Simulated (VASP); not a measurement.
# Ir (P6_3/mmc) in VASP: further runs

Runs on Ir. Level: PBEsol. Tasks: equation of state.

All numbers are computed with VASP 6.6.1; they aren't measurements. Logs are shortened: lines on timing, memory, paths and dates and some standing lists are left out, and cuts for length are marked.

**1. Starting point**

Symmetry: P6_3/mmc, No. 194, hexagonal system. The conventional cell has a = 2.711 Å, b = 2.711 Å, c = 4.444 Å, α = 90.00°, β = 90.00°, γ = 120.00°. Ir (site symmetry -6m2) has 12 Ir at 2.71 to 2.72 Å as nearest neighbours.

This isn't the form of Ir at room conditions, which is fcc.

**2. Equation of state, PBEsol, 13.58 Å³/atom (a relaxed cell with its volume scaled by 0.96)**

Input file INCAR:

```
  PREC = Accurate
  ENCUT = 520
  EDIFF = 1E-7
  ISMEAR = -1
  SIGMA = 0.05
  LREAL = False
  LASPH = True
  NELM = 80
  ALGO = Fast
  ISIF = 2
  LWAVE = False
  LCHARG = False
  GGA = PS
```

Input file KPOINTS:

```
regular mesh
0
Gamma
  10 10 6
```

Input file POSCAR:

```
Ir                                      
1.0
    2.6747112126     -0.0000000000     -0.0000000000
   -1.3373556063      2.3163678579      0.0000000000
    0.0000000000      0.0000000000      4.3840798880
  Ir            
     2
Direct
     0.3333333332999970    0.6666666667000030    0.2500000000000000
     0.6666666667000030    0.3333333332999970    0.7500000000000000
```

Potentials or basis: VASP PAW PBE potentials, release 64 (Ir).

Started as:

```
> cat potpaw_PBE.64/Ir/POTCAR > POTCAR
> mpirun -np 1 vasp_std > vasp.out
```

OUTCAR:

```text
PREC = Accurate
   ENCUT = 520
   EDIFF = 1E-7
   ISMEAR = -1
   LREAL = False
   LASPH = True
   NELM = 80
   ISIF = 2
   GGA = PS

 ion  position               nearest neighbor table
   1  0.333  0.667  0.250-   2 2.68   2 2.68   2 2.68   2 2.68   2 2.68   2 2.68
   2  0.667  0.333  0.750-   1 2.68   1 2.68   1 2.68   1 2.68   1 2.68   1 2.68

  LATTYP: Found a hexagonal cell.
 ALAT       =     2.6747112126
 C/A-ratio  =     1.6390853216

  Lattice vectors:

 A1 = (   2.6747112126,   0.0000000000,   0.0000000000)
 A2 = (  -1.3373556063,   2.3163678579,   0.0000000000)
 A3 = (   0.0000000000,   0.0000000000,   4.3840798880)

Analysis of symmetry for initial positions (statically):
=====================================================================
 Subroutine PRICEL returns:
 Original cell was already a primitive cell.

 Routine SETGRP: Setting up the symmetry group for a
 hexagonal supercell.

 Subroutine GETGRP returns: Found 24 space group operations
 (whereof 12 operations were pure point group operations)
 out of a pool of 24 trial point group operations.

The static configuration has the point symmetry D_3d.
 The point group associated with its full space group is D_6h.

Analysis of symmetry for dynamics (positions and initial velocities):
=====================================================================
 Subroutine PRICEL returns:
 Original cell was already a primitive cell.

 Routine SETGRP: Setting up the symmetry group for a
 hexagonal supercell.

 Subroutine GETGRP returns: Found 24 space group operations
 (whereof 12 operations were pure point group operations)
 out of a pool of 24 trial point group operations.

The dynamic configuration has the point symmetry D_3d.
 The point group associated with its full space group is D_6h.

 Subroutine INISYM returns: Found 24 space group operations
 (whereof 12 operations are pure point group operations),
 and found     1 'primitive' translations

----------------------------------------------------------------------------------------

                                     Primitive cell

  volume of cell :      27.1621

  direct lattice vectors                    reciprocal lattice vectors
     2.674711213  0.000000000  0.000000000     0.373872138  0.215855180  0.000000000
    -1.337355606  2.316367858  0.000000000     0.000000000  0.431710359  0.000000000
     0.000000000  0.000000000  4.384079888     0.000000000  0.000000000  0.228098033

  length of vectors
     2.674711213  2.674711213  4.384079888     0.431710359  0.431710359  0.228098033

  position of ions in fractional coordinates (direct lattice)
     0.333333333  0.666666667  0.250000000
     0.666666667  0.333333333  0.750000000

  ion indices of the primitive-cell ions
   primitive index   ion index
                 1           1
                 2           2

----------------------------------------------------------------------------------------

 KPOINTS: regular mesh

Automatic generation of k-mesh.
 Grid dimensions read from file:
 generate k-points for:   10   10    6

 Generating k-lattice:

  Cartesian coordinates                     Fractional coordinates (reciprocal lattice)
     0.037387214  0.021585518  0.000000000     0.100000000  0.000000000  0.000000000
     0.000000000  0.043171036  0.000000000     0.000000000  0.100000000  0.000000000
     0.000000000  0.000000000  0.038016339     0.000000000  0.000000000  0.166666667

  Length of vectors
     0.043171036  0.043171036  0.038016339

  Shift w.r.t. Gamma in fractional coordinates (k-lattice)
     0.000000000  0.000000000  0.000000000

 Subroutine IBZKPT returns following result:
 ===========================================

 Found     56 irreducible k-points:

 Following reciprocal coordinates:
            Coordinates               Weight
  0.000000  0.000000  0.000000      1.000000
  0.100000 -0.000000  0.000000      6.000000
  0.200000 -0.000000  0.000000      6.000000
  0.300000  0.000000  0.000000      6.000000
  0.400000  0.000000  0.000000      6.000000
  0.500000 -0.000000  0.000000      3.000000
[... 16 lines left out ...]
  0.300000  0.100000  0.166667     24.000000
  0.400000  0.100000  0.166667     24.000000
 [... further k-points ...]
   k-points           NKPTS =     56   k-points in BZ     NKDIM =     56   number of bands    NBANDS=     13
   number of dos      NEDOS =    301   number of ions     NIONS =      2
   total plane-waves  NPLWV =  14400
   dimension x,y,z NGX =    20 NGY =   20 NGZ =   36
   dimension x,y,z NGXF=    40 NGYF=   40 NGZF=   72
   ions per type =               2
   NGX,Y,Z   is equivalent  to a cutoff of  12.43, 12.43, 13.65 a.u.
   NGXF,Y,Z  is equivalent  to a cutoff of  24.86, 24.86, 27.30 a.u.
 SYSTEM =  unknown system
   PREC   = accura    normal or accurate (medium, high low for compatibility)
   ISTART =      0    job   : 0-new  1-cont  2-samecut
   ICHARG =      2    charge: 1-file 2-atom 10-const
   ISPIN  =      1    spin polarized calculation?
   LNONCOLLINEAR =      F non collinear calculations
   LSORBIT =      F    spin-orbit coupling
   LASPH  =      T    aspherical Exc in radial PAW
   ENCUT  =  520.0 eV  38.22 Ry    6.18 a.u.   4.97  4.97  8.15*2*pi/ulx,y,z
   NELM   =     80;   NELMIN=  2; NELMDL= -5     # of ELM steps
   EDIFF  = 0.1E-06   stopping-criterion for ELM
   LREAL  =      F    real-space projection
   EDIFFG = 0.1E-05   stopping-criterion for IOM
   NSW    =      0    number of steps for IOM
   IBRION =     -1    ionic relax: 0-MD 1-quasi-New 2-CG
   NFREE  =      0    steps in history (QN), initial steepest desc. (CG)
   ISIF   =      2    stress and relaxation
   ISYM   =      2    0-nonsym 1-usesym 2-fastsym
   POTIM  = 0.5000    time-step for ionic-motion
   TEBEG  =    0.0;   TEEND  =   0.0 temperature during run
   PSTRESS=    0.0 pullay stress
   NELECT =      18.0000    total number of electrons
   NUPDOWN=      -1.0000    fix difference up-down
   EMIN   =  10.00;   EMAX   =-10.00  energy-range for DOS
   EFERMI =   0.00;   METHOD = LEGACY
   ISMEAR =    -1;   SIGMA  =   0.05  broadening in eV -4-tet -1-fermi 0-gaus
   EFERMI_NEDOS =   21; number of points for ismear=-14 and -15
   IALGO  =     68    algorithm
   IMIX   =      4    mixing-type and parameters
     AMIX     =   0.40;   BMIX     =  1.00
     AMIX_MAG =   1.60;   BMIX_MAG =  1.00
  volume/ion in A,a.u.               =      13.58        91.65
  Fermi-wavevector in a.u.,A,eV,Ry     =   1.427287  2.697182 27.717091  2.037149
  Thomas-Fermi vector in A             =   2.547473
   LORBIT       =      0    0 simple, 1 ext, 2 COOP (PROOUT), +10 PAW based schemes
   GGA     = PS    functional components
   LHFCALC =     F    Hartree Fock is set to
   AEXX    =    0.0000 exact exchange contribution
   IVDW    =     0    specifies the selected vdW correction
   LEPSILON=     F    determine dielectric tensor
   LRPA    =     F    only Hartree local field effects (RPA)
 non-spin polarized calculation
 RMM-DIIS sequential band-by-band and
  energy-cutoff  :      520.00
  volume of cell :       27.16
 maximum number of plane-waves:       760
 NGX is ok and might be reduce to    20
   NGX =  9   NGY =  9   NGZ = 17

 number of electron      18.0000000 magnetization

 Free energy of the ion-electron system (eV)
  ---------------------------------------------------
  ext. energy  EPLUGINS =         0.00000000
  ---------------------------------------------------
  free energy    TOTEN  =       -19.43245588 eV

  energy without entropy =      -19.40962230  energy(sigma->0) =      -19.42103909

 E-fermi :  11.1498     XC(G=0): -14.3415

 val. band max:       11.1287511728   @ k =   0.3000   0.3000   0.3333
 cond. band min:      11.1519295590   @ k =   0.3000   0.1000   0.1667
 fundamental gap:      0.0231783862
 Fermi energy:        11.1497601470

 k-point     1 :       0.0000    0.0000    0.0000
  band No.  band energies     occupation
      1      -0.6683      2.00000
      2       2.3772      2.00000
      3       6.7647      2.00000
      4       6.9681      2.00000
      5       6.9681      2.00000
      6       7.6531      2.00000
      7       7.6531      2.00000
      8       8.6600      2.00000
      9       8.6600      2.00000
     10      10.0038      2.00000
     11      11.4159      0.00970
     12      11.4159      0.00970
     13      18.4069      0.00000

 k-point     2 :       0.1000   -0.0000    0.0000
  band No.  band energies     occupation
      1      -0.2588      2.00000
      2       2.7437      2.00000
      3       6.3109      2.00000
      4       7.2939      2.00000
      5       7.3220      2.00000
      6       7.4820      2.00000
      7       7.9861      2.00000
      8       7.9940      2.00000
      9       8.4037      2.00000
     10       8.8473      2.00000
     11      11.5600      0.00055
     12      13.3130      0.00000
     13      18.3413      0.00000

 k-point     3 :       0.2000   -0.0000    0.0000
  band No.  band energies     occupation
      1       0.8460      2.00000
      2       3.5265      2.00000
      3       5.7895      2.00000
      4       6.2906      2.00000
      5       6.8815      2.00000
      6       7.8483      2.00000
      7       8.2274      2.00000
      8       8.2458      2.00000
      9       8.3337      2.00000
     10       8.9290      2.00000
     11      11.8205      0.00000
     12      15.9263      0.00000
     13      18.1225      0.00000
[... 305 lines left out ...]
 k-point    23 :       0.3000    0.1000    0.1667
  band No.  band energies     occupation
      1       2.8804      2.00000
      2       3.8386      2.00000
      3       4.5644      2.00000
      4       5.6155      2.00000
      5       6.8493      2.00000
      6       7.4607      2.00000
      7       7.8080      2.00000
      8       9.8670      2.00000
      9      11.1519      0.97831
     10      11.1664      0.83551
     11      12.2373      0.00000
     12      16.6895      0.00000
     13      19.9314      0.00000

 k-point    24 :       0.4000    0.1000    0.1667
  band No.  band energies     occupation
      1       2.9452      2.00000
      2       3.4517      2.00000
      3       4.5699      2.00000
      4       5.5672      2.00000
      5       6.7060      2.00000
      6       8.0174      2.00000
      7       8.4941      2.00000
      8      11.1712      0.78915
      9      11.5145      0.00136
     10      12.0122      0.00000
     11      13.7523      0.00000
     12      16.5568      0.00000
     13      19.0479      0.00000

 [... further k-points ...]
[... 5 lines left out ...]
  --------------------------------------------------------------------------------------
  -------------------------------------------------------------------------------------
  Total        2.9794125      2.9794125      2.9761464     -0.0000000      0.0000000      0.0000000
  in kB      175.7431200    175.7431200    175.5504655     -0.0000000      0.0000000      0.0000000
  external PRESSURE =     175.6789018 kB  Pullay stress =       0.0000000 kB

 VOLUME and BASIS-vectors are now :
 -----------------------------------------------------------------------------
  energy-cutoff  :      520.00
  volume of cell :       27.16
      direct lattice vectors                 reciprocal lattice vectors
     2.674711213  0.000000000  0.000000000     0.373872138  0.215855180  0.000000000
    -1.337355606  2.316367858  0.000000000     0.000000000  0.431710359  0.000000000
     0.000000000  0.000000000  4.384079888     0.000000000  0.000000000  0.228098033

 POSITION                                       TOTAL-FORCE (eV/Angst)
 -----------------------------------------------------------------------------------
     -0.00000      1.54425      1.09602         0.000000      0.000000      0.000000
      1.33736      0.77212      3.28806        -0.000000     -0.000000      0.000000
 -----------------------------------------------------------------------------------
    total drift:                                0.000000     -0.000000     -0.000000

  FREE ENERGIE OF THE ION-ELECTRON SYSTEM (eV)
  ---------------------------------------------------
  free  energy   TOTEN  =       -19.4324558806 eV

  energy  without entropy=      -19.4096223026  energy(sigma->0) =      -19.42103909
```

It took 14 s on 1 thread of Intel Xeon Platinum 8559C (Emerald Rapids), shared host; peak memory 0.14 GiB.

What came out:

* Free energy: -19.4325 eV
* Pressure: 17.6 GPa
* Band gap on the k mesh: none (metal or under the smearing width)

Caveat: the PAW data sets were made with another functional, which shifts forces and pressure a little.

**3. Equation of state, PBEsol, 13.86 Å³/atom (a relaxed cell with its volume scaled by 0.98)**

INCAR is that of step 2.

KPOINTS is that of step 2.

Input file POSCAR:

```
Ir                                      
1.0
    2.6931580798     -0.0000000000     -0.0000000000
   -1.3465790399      2.3323433134      0.0000000000
    0.0000000000      0.0000000000      4.4143158772
  Ir            
     2
Direct
     0.3333333332999970    0.6666666667000030    0.2500000000000000
     0.6666666667000030    0.3333333332999970    0.7500000000000000
```

Potentials or basis: VASP PAW PBE potentials, release 64 (Ir).

Started as:

```
> cat potpaw_PBE.64/Ir/POTCAR > POTCAR
> mpirun -np 1 vasp_std > vasp.out
```

It took 15 s on 1 thread of Intel Xeon Platinum 8559C (Emerald Rapids), shared host; peak memory 0.15 GiB.

The run converged. Its results:

```yaml
Free_energy: -19.4780 eV
Pressure: 8.3 GPa
Band_gap_on_the_k_mesh: none (metal or under the smearing width)
```

Caveat: the PAW data sets were made with another functional, which shifts forces and pressure a little.

**4. Equation of state, PBEsol, 14.15 Å³/atom**

INCAR is that of step 3.

KPOINTS is that of step 3.

Input file POSCAR:

```
Ir                                      
1.0
    2.7113556458     -0.0000000000     -0.0000000000
   -1.3556778229      2.3481028679      0.0000000000
    0.0000000000      0.0000000000      4.4441432406
  Ir            
     2
Direct
     0.3333333332999970    0.6666666667000030    0.2500000000000000
     0.6666666667000030    0.3333333332999970    0.7500000000000000
```

Started as:

```
> cat potpaw_PBE.64/Ir/POTCAR > POTCAR
> mpirun -np 1 vasp_std > vasp.out
```

It took 16 s on 1 thread of Intel Xeon Platinum 8559C (Emerald Rapids), shared host; peak memory 0.15 GiB.

Results (log left out):

| Quantity | Value |
| --- | --- |
| Free energy | -19.4928 eV |
| Pressure | 0.1 GPa |
| Band gap on the k mesh | none (metal or under the smearing width) |

Caveat: the PAW data sets were made with another functional, which shifts forces and pressure a little.

**5. Equation of state, PBEsol, 14.43 Å³/atom (a relaxed cell with its volume scaled by 1.02)**

INCAR is that of step 4.

KPOINTS is that of step 4.

Input file POSCAR:

```
Ir                                      
1.0
    2.7293121668     -0.0000000000     -0.0000000000
   -1.3646560834      2.3636536712      0.0000000000
    0.0000000000      0.0000000000      4.4735755105
  Ir            
     2
Direct
     0.3333333332999970    0.6666666667000030    0.2500000000000000
     0.6666666667000030    0.3333333332999970    0.7500000000000000
```

Started as:

```
> cat potpaw_PBE.64/Ir/POTCAR > POTCAR
> mpirun -np 1 vasp_std > vasp.out
```

Run time: 13 s. Hardware: 1 thread of Intel Xeon Platinum 8559C (Emerald Rapids), shared host; peak memory 0.15 GiB.

The run converged. Its results:

| Quantity | Value |
| --- | --- |
| Free energy | -19.4804 eV |
| Pressure | -7.2 GPa |
| Band gap on the k mesh | none (metal or under the smearing width) |

Caveat: the PAW data sets were made with another functional, which shifts forces and pressure a little.

**6. Equation of state, PBEsol, 14.71 Å³/atom (a relaxed cell with its volume scaled by 1.04)**

INCAR is that of step 5.

KPOINTS is that of step 5.

Input file POSCAR:

```
Ir                                      
1.0
    2.7470354697     -0.0000000000     -0.0000000000
   -1.3735177348      2.3790025018      0.0000000000
    0.0000000000      0.0000000000      4.5026255161
  Ir            
     2
Direct
     0.3333333332999970    0.6666666667000030    0.2500000000000000
     0.6666666667000030    0.3333333332999970    0.7500000000000000
```

Potentials or basis: VASP PAW PBE potentials, release 64 (Ir).

Started as:

```
> cat potpaw_PBE.64/Ir/POTCAR > POTCAR
> mpirun -np 1 vasp_std > vasp.out
```

Wall time 14 s (1 thread of Intel Xeon Platinum 8559C (Emerald Rapids), shared host); peak memory 0.15 GiB.

It converged, with:

- Free energy: -19.4440 eV
- Pressure: -13.6 GPa
- Band gap on the k mesh: none (metal or under the smearing width)

Caveat: the PAW data sets were made with another functional, which shifts forces and pressure a little.

**7. Equation of state, PBEsol**

Potentials or basis: VASP PAW PBE potentials, release 64 (Ir).

No new run: the results of the series are fitted here.

Results:

```yaml
Equilibrium_volume: 14.15 Å³/atom
Bulk_modulus_at_fixed_shape_and_positions: 384 GPa
Pressure_derivative_of_the_bulk_modulus: "5.1 (rough: it moves with the points fitted)"
```

Energy against volume, from the lowest point:
| volume (Å³/atom) | energy (meV/atom) |
| --- | --- |
| 13.581 | 30.18 |
| 13.864 | 7.41 |
| 14.147 | 0.00 |
| 14.430 | 6.20 |
| 14.713 | 24.41 |

Caveat: the cell was scaled at fixed shape and fractional positions, which overstates the stiffness of a crystal with free parameters, most of all of layers and chains; the PAW data sets were made with another functional, which shifts forces and pressure a little.
